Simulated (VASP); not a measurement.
# Y (P6_3/mmc) in VASP: notebook

One crystal, Y, is run at these levels: PBEsol; tasks: single point.

Everything below comes from runs of VASP 6.6.1. Logs are shortened: lines on timing, memory, paths and dates and some standing lists are left out, and cuts for length are marked.

## (1) The structure

It takes space group P6_3/mmc (No. 194, hexagonal). The conventional cell has a = 3.647 Å, b = 3.647 Å, c = 5.731 Å, α = 90.00°, β = 90.00°, γ = 120.00°. Y (site symmetry -6m2) is surrounded by 12 Y at 3.56 to 3.65 Å.

## (2) Single point, PBEsol

File INCAR:

```
SYSTEM = Y
PREC = Accurate ; ENCUT = 550
EDIFF = 1E-6 ; ISMEAR = -1
SIGMA = 0.15 ; LREAL = .FALSE.
LASPH = .TRUE. ; NELM = 100
ALGO = Normal ; ISIF = 2
LWAVE = .FALSE. ; LCHARG = .FALSE.
GGA = PS ; ADDGRID = .FALSE.
```

File KPOINTS:

```
regular mesh
0
G
  9 9 5
  0 0 0
```

File POSCAR:

```
Y
1.0
    3.6474000000      0.0000000000      0.0000000000
   -1.8237000000      3.1587410578      0.0000000000
    0.0000000000      0.0000000000      5.7306000000
Y
2
Direct
    0.6666666667      0.3333333333      0.7500000000
    0.3333333333      0.6666666667      0.2500000000
```

Potentials or basis: VASP PAW PBE potentials, release 64 (Y_sv).

Command:

```
cat potpaw_PBE.64/Y_sv/POTCAR > POTCAR
mpirun -np 1 vasp_std > vasp.out
```

OUTCAR:

```text
SYSTEM = Y
   PREC = Accurate
   ENCUT = 550
   EDIFF = 1E-6
   ISMEAR = -1
   LREAL = .FALSE.
   LASPH = .TRUE.
   NELM = 100
   ISIF = 2
   GGA = PS

 Found     36 irreducible k-points:

 Following reciprocal coordinates:
            Coordinates               Weight
  0.000000  0.000000  0.000000      1.000000
  0.111111 -0.000000  0.000000      6.000000
  0.222222 -0.000000  0.000000      6.000000
  0.333333 -0.000000  0.000000      6.000000
  0.444444 -0.000000  0.000000      6.000000
  0.111111  0.111111  0.000000      6.000000
   k-points           NKPTS =     36   k-points in BZ     NKDIM =     36   number of bands    NBANDS=     15
   number of dos      NEDOS =    301   number of ions     NIONS =      2
   total plane-waves  NPLWV =  37632
   dimension x,y,z NGX =    28 NGY =   28 NGZ =   48
   dimension x,y,z NGXF=    56 NGYF=   56 NGZF=   96
   ions per type =               2
   NGX,Y,Z   is equivalent  to a cutoff of  12.76, 12.76, 13.92 a.u.
   NGXF,Y,Z  is equivalent  to a cutoff of  25.52, 25.52, 27.85 a.u.
 SYSTEM =  Y
   PREC   = accura    normal or accurate (medium, high low for compatibility)
   ISTART =      0    job   : 0-new  1-cont  2-samecut
   ICHARG =      2    charge: 1-file 2-atom 10-const
   ISPIN  =      1    spin polarized calculation?
   LNONCOLLINEAR =      F non collinear calculations
   LSORBIT =      F    spin-orbit coupling
   LASPH  =      T    aspherical Exc in radial PAW
   ENCUT  =  550.0 eV  40.42 Ry    6.36 a.u.   6.97  6.97 10.96*2*pi/ulx,y,z
   NELM   =    100;   NELMIN=  2; NELMDL= -5     # of ELM steps
   EDIFF  = 0.1E-05   stopping-criterion for ELM
   LREAL  =      F    real-space projection
   EDIFFG = 0.1E-04   stopping-criterion for IOM
   NSW    =      0    number of steps for IOM
   IBRION =     -1    ionic relax: 0-MD 1-quasi-New 2-CG
   NFREE  =      0    steps in history (QN), initial steepest desc. (CG)
   ISIF   =      2    stress and relaxation
   ISYM   =      2    0-nonsym 1-usesym 2-fastsym
   POTIM  = 0.5000    time-step for ionic-motion
   TEBEG  =    0.0;   TEEND  =   0.0 temperature during run
   PSTRESS=    0.0 pullay stress
   NELECT =      22.0000    total number of electrons
   NUPDOWN=      -1.0000    fix difference up-down
   EMIN   =  10.00;   EMAX   =-10.00  energy-range for DOS
   EFERMI =   0.00;   METHOD = LEGACY
   ISMEAR =    -1;   SIGMA  =   0.15  broadening in eV -4-tet -1-fermi 0-gaus
   EFERMI_NEDOS =   21; number of points for ismear=-14 and -15
   IALGO  =     38    algorithm
   IMIX   =      4    mixing-type and parameters
     AMIX     =   0.40;   BMIX     =  1.00
     AMIX_MAG =   1.60;   BMIX_MAG =  1.00
  volume/ion in A,a.u.               =      33.01       222.77
  Fermi-wavevector in a.u.,A,eV,Ry     =   1.134967  2.144777 17.526345  1.288150
  Thomas-Fermi vector in A             =   2.271671
   LORBIT       =      0    0 simple, 1 ext, 2 COOP (PROOUT), +10 PAW based schemes
   GGA     = PS    functional components
   LHFCALC =     F    Hartree Fock is set to
   AEXX    =    0.0000 exact exchange contribution
   IVDW    =     0    specifies the selected vdW correction
   LEPSILON=     F    determine dielectric tensor
   LRPA    =     F    only Hartree local field effects (RPA)
 non-spin polarized calculation
  energy-cutoff  :      550.00
  volume of cell :       66.02
 maximum number of plane-waves:      1945
 NGX is ok and might be reduce to    28
   NGX = 13   NGY = 13   NGZ = 21

 number of electron      22.0000001 magnetization

 Free energy of the ion-electron system (eV)
  ---------------------------------------------------
  ext. energy  EPLUGINS =         0.00000000
  ---------------------------------------------------
  free energy    TOTEN  =       -13.75008441 eV

  energy without entropy =      -13.49699729  energy(sigma->0) =      -13.62354085

 E-fermi :   2.8622     XC(G=0):  -9.5131

 val. band max:        2.8335384992   @ k =   0.4444   0.1111   0.4000
 cond. band min:       2.8796092743   @ k =   0.2222   0.1111   0.4000
 fundamental gap:      0.0460707751
 Fermi energy:         2.8621990918

 k-point     1 :       0.0000    0.0000    0.0000
  band No.  band energies     occupation
      1     -39.7424      2.00000
      2     -39.6702      2.00000
      3     -20.0398      2.00000
      4     -19.5612      2.00000
      5     -19.5612      2.00000
      6     -19.4728      2.00000
      7     -19.4728      2.00000
      8     -19.4478      2.00000
      9      -1.8332      2.00000
     10       0.9976      1.99999
     11       3.7354      0.00591
     12       4.6033      0.00002
     13       4.6033      0.00002
     14       4.8846      0.00000
     15       5.2013      0.00000

 k-point     2 :       0.1111   -0.0000    0.0000
  band No.  band energies     occupation
      1     -39.7364      2.00000
      2     -39.6681      2.00000
      3     -20.0182      2.00000
      4     -19.6047      2.00000
      5     -19.5759      2.00000
      6     -19.5184      2.00000
      7     -19.4785      2.00000
      8     -19.4580      2.00000
      9      -1.5733      2.00000
     10       1.2409      1.99996
     11       3.4788      0.03226
     12       4.0704      0.00064
     13       4.8459      0.00000
     14       4.9196      0.00000
     15       5.2758      0.00000

 k-point     3 :       0.2222   -0.0000    0.0000
  band No.  band energies     occupation
      1     -39.7207      2.00000
      2     -39.6633      2.00000
      3     -19.9587      2.00000
      4     -19.7155      2.00000
      5     -19.6296      2.00000
      6     -19.6114      2.00000
      7     -19.4946      2.00000
      8     -19.4886      2.00000
      9      -0.8553      2.00000
     10       1.8052      1.99826
     11       2.9214      0.80512
     12       3.3750      0.06343
     13       4.4323      0.00006
     14       4.8365      0.00000
     15       4.9537      0.00000

 k-point     4 :       0.3333   -0.0000    0.0000
  band No.  band energies     occupation
      1     -39.7010      2.00000
      2     -39.6595      2.00000
      3     -19.8768      2.00000
      4     -19.8420      2.00000
      5     -19.7493      2.00000
      6     -19.6498      2.00000
      7     -19.5374      2.00000
      8     -19.5144      2.00000
      9       0.1266      2.00000
     10       2.0295      1.99227
     11       2.3940      1.91554
     12       2.9819      0.62087
     13       4.4124      0.00006
     14       4.4607      0.00005
     15       4.5657      0.00002

 k-point     5 :       0.4444   -0.0000    0.0000
  band No.  band energies     occupation
      1     -39.6858      2.00000
      2     -39.6594      2.00000
      3     -19.9244      2.00000
      4     -19.8242      2.00000
      5     -19.8036      2.00000
      6     -19.6740      2.00000
      7     -19.5889      2.00000
      8     -19.5279      2.00000
      9       1.0023      1.99999
     10       1.7712      1.99861
     11       2.0903      1.98842
     12       2.7918      1.23056
     13       4.2627      0.00018
     14       4.3514      0.00010
     15       4.8302      0.00000

 k-point     6 :       0.1111    0.1111    0.0000
  band No.  band energies     occupation
      1     -39.7255      2.00000
      2     -39.6647      2.00000
      3     -19.9776      2.00000
      4     -19.6691      2.00000
      5     -19.6349      2.00000
      6     -19.5671      2.00000
      7     -19.4980      2.00000
      8     -19.4785      2.00000
      9      -1.0817      2.00000
     10       1.6661      1.99931
     11       3.0907      0.35791
     12       3.5212      0.02441
     13       4.5543      0.00003
     14       4.8206      0.00000
     15       5.2120      0.00000

 [... further k-points ...]

------------------------ aborting loop because EDIFF is reached ----------------------------------------

  FORCE on cell =-STRESS in cart. coord.  units (eV):
  Direction    XX          YY          ZZ          XY          YZ          ZX
  --------------------------------------------------------------------------------------
  -------------------------------------------------------------------------------------
  Total       -0.7942558     -0.7942558     -0.8421661      0.0000000     -0.0000000      0.0000000
  in kB      -19.2740720    -19.2740720    -20.4367017      0.0000000     -0.0000000      0.0000000
  external PRESSURE =     -19.6616152 kB  Pullay stress =       0.0000000 kB

 VOLUME and BASIS-vectors are now :
 -----------------------------------------------------------------------------
  energy-cutoff  :      550.00
  volume of cell :       66.02
      direct lattice vectors                 reciprocal lattice vectors
     3.647400000  0.000000000  0.000000000     0.274167900  0.158290911  0.000000000
    -1.823700000  3.158741058  0.000000000     0.000000000  0.316581822  0.000000000
     0.000000000  0.000000000  5.730600000     0.000000000  0.000000000  0.174501797

 POSITION                                       TOTAL-FORCE (eV/Angst)
 -----------------------------------------------------------------------------------
      1.82370      1.05291      4.29795        -0.000000      0.000000      0.000000
     -0.00000      2.10583      1.43265         0.000000      0.000000      0.000000
 -----------------------------------------------------------------------------------
    total drift:                               -0.000000      0.000000     -0.000000

  FREE ENERGIE OF THE ION-ELECTRON SYSTEM (eV)
  ---------------------------------------------------
  free  energy   TOTEN  =       -13.7500844059 eV

  energy  without entropy=      -13.4969972910  energy(sigma->0) =      -13.62354085
```

Wall time 37 s (1 thread of Intel Xeon Platinum 8488C (Sapphire Rapids), shared host); peak memory 0.21 GiB.

These settings aren't checked as converged: the numbers below hold their error.

What came out:

| Item | Value |
| --- | --- |
| Free energy | -13.7501 eV |
| Pressure | -2.0 GPa |
| Band gap on the k mesh | none (metal or under the smearing width) |

Caveat: the PAW data sets were made with another functional, which shifts forces and pressure a little.

## (3) Single point, PBEsol

INCAR: that of step 2 with these lines changed.

```diff
@@ -1,3 +1,3 @@
 SYSTEM = Y
-PREC = Accurate ; ENCUT = 550
+PREC = Accurate ; ENCUT = 300
 EDIFF = 1E-6 ; ISMEAR = -1
```

File KPOINTS:

```
regular mesh
0
G
  12 12 7
  0 0 0
```

POSCAR is that of step 2.

Potentials or basis: VASP PAW PBE potentials, release 64 (Y_sv).

Command:

```
cat potpaw_PBE.64/Y_sv/POTCAR > POTCAR
mpirun -np 1 vasp_std > vasp.out
```

OUTCAR:

```text
SYSTEM = Y
   PREC = Accurate
   ENCUT = 300
   EDIFF = 1E-6
   ISMEAR = -1
   LREAL = .FALSE.
   LASPH = .TRUE.
   NELM = 100
   ISIF = 2
   GGA = PS

 Found     76 irreducible k-points:

 Following reciprocal coordinates:
            Coordinates               Weight
  0.000000  0.000000  0.000000      1.000000
  0.083333  0.000000  0.000000      6.000000
  0.166667  0.000000  0.000000      6.000000
  0.250000  0.000000  0.000000      6.000000
  0.333333  0.000000  0.000000      6.000000
  0.416667  0.000000  0.000000      6.000000
   k-points           NKPTS =     76   k-points in BZ     NKDIM =     76   number of bands    NBANDS=     15
   number of dos      NEDOS =    301   number of ions     NIONS =      2
   total plane-waves  NPLWV =  18432
   dimension x,y,z NGX =    24 NGY =   24 NGZ =   32
   dimension x,y,z NGXF=    48 NGYF=   48 NGZF=   64
   ions per type =               2
   NGX,Y,Z   is equivalent  to a cutoff of  10.94, 10.94,  9.28 a.u.
   NGXF,Y,Z  is equivalent  to a cutoff of  21.88, 21.88, 18.57 a.u.
 SYSTEM =  Y
   PREC   = accura    normal or accurate (medium, high low for compatibility)
   ISTART =      0    job   : 0-new  1-cont  2-samecut
   ICHARG =      2    charge: 1-file 2-atom 10-const
   ISPIN  =      1    spin polarized calculation?
   LNONCOLLINEAR =      F non collinear calculations
   LSORBIT =      F    spin-orbit coupling
[... 71 lines left out ...]
     11       3.7385      0.00588
     12       4.6047      0.00002
     13       4.6047      0.00002
     14       4.8862      0.00000
[... 77 lines left out ...]
      2     -39.6579      2.00000
      3     -19.9103      2.00000
      4     -19.8175      2.00000
      5     -19.8114      2.00000
      6     -19.6695      2.00000
      7     -19.5773      2.00000
      8     -19.5253      2.00000
      9       0.8273      2.00000
     10       1.8457      1.99776
     11       2.1414      1.98400
     12       2.8306      1.11237
     13       4.2959      0.00014
     14       4.3872      0.00008
     15       4.7467      0.00001

 [... further k-points ...]

------------------------ aborting loop because EDIFF is reached ----------------------------------------

  FORCE on cell =-STRESS in cart. coord.  units (eV):
  Direction    XX          YY          ZZ          XY          YZ          ZX
  --------------------------------------------------------------------------------------
  -------------------------------------------------------------------------------------
  Total       -0.8601580     -0.8601580     -0.9192624      0.0000000      0.0000000     -0.0000000
  in kB      -20.8733087    -20.8733087    -22.3075848      0.0000000      0.0000000     -0.0000000
  external PRESSURE =     -21.3514008 kB  Pullay stress =       0.0000000 kB

 VOLUME and BASIS-vectors are now :
 -----------------------------------------------------------------------------
  energy-cutoff  :      300.00
  volume of cell :       66.02
      direct lattice vectors                 reciprocal lattice vectors
     3.647400000  0.000000000  0.000000000     0.274167900  0.158290911  0.000000000
    -1.823700000  3.158741058  0.000000000     0.000000000  0.316581822  0.000000000
     0.000000000  0.000000000  5.730600000     0.000000000  0.000000000  0.174501797

 POSITION                                       TOTAL-FORCE (eV/Angst)
 -----------------------------------------------------------------------------------
      1.82370      1.05291      4.29795         0.000000     -0.000000      0.000000
     -0.00000      2.10583      1.43265        -0.000000      0.000000      0.000000
 -----------------------------------------------------------------------------------
    total drift:                               -0.000000      0.000000     -0.000000

  FREE ENERGIE OF THE ION-ELECTRON SYSTEM (eV)
  ---------------------------------------------------
  free  energy   TOTEN  =       -13.7445090801 eV

  energy  without entropy=      -13.4909765010  energy(sigma->0) =      -13.61774279
```

OSZICAR:

```text
N       E                     dE             d eps       ncg     rms          rms(c)
DAV:   1     0.651910811874E+02    0.65191E+02   -0.89153E+03  2359   0.945E+02
DAV:   2    -0.744130837408E+01   -0.72632E+02   -0.71695E+02  2869   0.221E+02
DAV:   3    -0.141251002626E+02   -0.66838E+01   -0.66223E+01  4332   0.409E+01
DAV:   4    -0.142247029604E+02   -0.99603E-01   -0.99547E-01  2534   0.595E+00
DAV:   5    -0.142272859117E+02   -0.25830E-02   -0.25827E-02  3229   0.740E-01    0.332E+01
DAV:   6    -0.138351509380E+02    0.39213E+00   -0.48645E-01  2294   0.486E+00    0.205E+01
DAV:   7    -0.137574574396E+02    0.77693E-01   -0.92297E-01  2916   0.612E+00    0.175E+00
DAV:   8    -0.137453403732E+02    0.12117E-01   -0.17778E-01  2735   0.275E+00    0.113E+00
DAV:   9    -0.137444648676E+02    0.87551E-03   -0.48712E-03  3173   0.484E-01    0.447E-01
DAV:  10    -0.137445684945E+02   -0.10363E-03   -0.18911E-03  2510   0.421E-01    0.343E-01
DAV:  11    -0.137445087795E+02    0.59715E-04   -0.13604E-04  3230   0.105E-01    0.293E-02
DAV:  12    -0.137445067855E+02    0.19940E-05   -0.24893E-05  2726   0.457E-02    0.220E-02
DAV:  13    -0.137445090808E+02   -0.22953E-05   -0.58622E-06  2679   0.238E-02    0.137E-03
DAV:  14    -0.137445090801E+02    0.67803E-09   -0.13289E-07  1539   0.263E-03
   1 F= -.13744509E+02 E0= -.13617743E+02  d E =-.253533E+00
```

It took 25 s on 1 thread of Intel Xeon Platinum 8488C (Sapphire Rapids), shared host; peak memory 0.17 GiB.

The run converged, but some of its settings lie outside the range that counts as converged, so its numbers aren't taken as properties of the crystal.

Results:

| Property | Result |
| --- | --- |
| Free energy | -13.7445 eV |
| Pressure | -2.1 GPa |
| Band gap on the k mesh | none (metal or under the smearing width) |

Caveat: the PAW data sets were made with another functional, which shifts forces and pressure a little.

## (4) For comparison

An earlier run on the cell as given: functional PBE; potentials or basis VASP PAW PBE potentials, release 64 (Y_sv); cutoff 520 eV; k mesh 8 × 8 × 5; occupations fermi-dirac, width 0.05 eV; no spin polarisation.

- Pressure: -0.2 GPa
- Band gap on the k mesh: none (metal or under the smearing width)
